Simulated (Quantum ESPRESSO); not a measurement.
**MoS2 under changes of volume**

One of the cells (17.728 Å³/atom); the others are scaled copies at fixed shape and fractional positions:

```
CELL_PARAMETERS angstrom
1.58000 0.91221 6.15000
-1.58000 0.91221 6.15000
0.00000 -1.82443 6.15000
ATOMIC_POSITIONS crystal
Mo 0.00000 0.00000 0.00000
S 0.41700 0.41700 0.41700
S 0.25000 0.25000 0.25000
```

Measurements of this composition are mostly on another form, of space group No. 194.

| Item | Value |
| --- | --- |
| Program | Quantum ESPRESSO 7.5 |
| Functional | r2SCAN |
| Potentials or basis | SG15 PBE 1.2 |
| Cutoff | 952 eV |
| Density cutoff | 3810 eV |
| k mesh | 4 × 4 × 4 |
| Occupations | fermi-dirac, width 0.05 eV |
| Spin | no spin polarisation |

| volume (Å³/atom) | energy over the lowest point (meV/atom) | pressure (GPa) | gap on the mesh (eV) |
| --- | --- | --- | --- |
| 16.664 | ? | ? | ? |
| 17.019 | 36.87 | 11.1 | 1.32 |
| 17.373 | 16.63 | 7.2 | 1.32 |
| 17.728 | 4.62 | 3.6 | 1.32 |
| 18.083 | 0.00 | 0.5 | 1.32 |
| 18.437 | 2.03 | -2.4 | 1.31 |
| 18.792 | 10.06 | -5.0 | 1.30 |

**Question.** What does the run at 16.664 Å³/atom give?

**Answer.** Energy over the lowest point 66.22 meV/atom; pressure 15.4 GPa; gap on the mesh 1.32 eV.

Worked out: A Birch-Murnaghan fit of order 3 (a polynomial in V^(-2/3)) to the other rows has its minimum at 18.15 Å³/atom with B0 = V·E''(V) = 151 GPa and B' = 4.5 at fixed shape and positions, which overstates the stiffness. It gives 66.35 meV/atom at 16.664 Å³/atom, against the run's 66.22, and -dE/dV = 15.5 GPa, against 15.4. A straight line through the other rows of the gap, of slope -0.186 eV per unit of ln V, extrapolates to 1.33 eV, against the run's 1.32.

Energies are extrapolated to zero smearing.

Caveats: all runs use coarse meshes; the potentials were made for another functional, which shifts forces and pressure.

A mesh can miss the band edges. Spin-orbit coupling on Mo is left out.
